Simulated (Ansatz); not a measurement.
Crystal: InAs.

```
In As
1.0
     0.00000    3.01800    3.01800
     3.01800    0.00000    3.01800
     3.01800    3.01800    0.00000
In As
1 1
Direct
  0.00000 0.00000 0.00000
  0.75000 0.75000 0.75000
```

Base run:

```yaml
Program: Ansatz 0.2.0
Functional: PBE
Potentials_or_basis: all-electron LAPW, scalar-relativistic
Cutoff: 283 eV (chosen from the basis error)
Basis_error_allowed: 0.001 eV/atom
k_mesh: 8 × 8 × 8
Occupations: gaussian, width 0.025 eV
Spin: no spin polarisation
```

Its results: pressure 4.3 GPa.

Task: The run is repeated on the same cell with these changes: functional from PBE to RPBE; occupations from gaussian, width 0.025 eV to fermi-dirac, width 0.05 eV. What comes out?

Result: Pressure 6.0 GPa.
